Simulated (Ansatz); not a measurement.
Si2Ni: course of a relaxation

Level of theory: DFT PBEsol, scalar-relativistic, plane waves, PAW in Ansatz 0.2.0. Run with 420 eV cutoff, 10×10×8 k-mesh, Gaussian smearing of 0.10 eV, no spin polarisation.

What was changed: uniaxial strain along a, with b, c and atoms relaxed: -2.0 %.

Command:

```bash
ansatz run input.yaml --threads 1 --pin off --max-ram 2560MiB --backend cpu --events-out ev --progress --plain --runs-dir out
```

Input:

```yaml
crystal:
  lattice:
    - [2.6417807273, 2.6417807273, 0.0]
    - [-2.7091730927, 2.7091730927, 0.0]
    - [0.0, 0.0, 5.4183461855]
  atoms:
    - { symbol: Si, position: [0.0, 0.5, 0.75] }
    - { symbol: Si, position: [0.5, 0.0, 0.75] }
    - { symbol: Si, position: [0.5, 0.0, 0.25] }
    - { symbol: Si, position: [0.0, 0.5, 0.25] }
    - { symbol: Ni, position: [0.0, 0.0, 0.0] }
    - { symbol: Ni, position: [0.5, 0.5, 0.5] }
basis:
  ecutwfc: 420
kpoints:
  mp_grid: { grid: [10, 10, 8] }
hamiltonian:
  xc: pbesol
scf:
  occupations: { method: gaussian, width: 0.1 }
output:
  forces: true
  stress: true
  eigenvalues: true
relax:
  adjacent_minimum: "off"
  f_tol: 0.008
  max_steps: 40
  cell: { stress_tol: 0.015, fix: [a, angles] }
```

F is the free energy. Steps run on the plane waves of an earlier cell, but the last one, and at times one on the way, on a freshly chosen basis, so a repeated geometry can differ a little in energy. The held parts of the cell keep their stress, so P needn't end at zero.

Steps:

```tsv
step	F − F(1) (eV)	largest force component (eV/Å)	V (Å³/atom)	P (GPa)
1	0.0000	0.190	12.926	1.48
2	-0.0053	0.119	12.933	1.35
3	-0.0094	0.002	12.949	1.08
4	-0.0094	0.000	12.953	1.03
5	-0.0094	0.000	12.952	1.05
6	-0.0094	0.000	12.952	1.05
```

Relaxed structure:

```xyz
6
Lattice="2.6418 2.6418 0.0000 -2.6896 2.6896 0.0000 0.0000 0.0000 5.4685" Properties=species:S:1:pos:R:3 pbc="T T T"
Si   -1.3448    1.3448    4.1141
Si    1.3209    1.3209    4.0886
Si    1.3209    1.3209    1.3798
Si   -1.3448    1.3448    1.3544
Ni    0.0000    0.0000    0.0000
Ni   -0.0239    2.6657    2.7342
```

Symmetry: Immm, No. 71, orthorhombic system. The conventional cell has a = 3.736 Å, b = 3.804 Å, c = 5.468 Å, α = 90.00°, β = 90.00°, γ = 90.00°. Si (site symmetry mm2) has 4 Ni at 2.32 to 2.33 Å and 6 Si at 2.67 to 2.76 Å as nearest neighbours. Ni (site symmetry mmm) is surrounded by 8 Si at 2.32 to 2.33 Å.

The run converged. Time: 2.2 min on 1 thread of Intel(R) Xeon(R) Platinum 8375C CPU @ 2.90GHz (Ice Lake), on a shared host, peak memory 0.65 GiB.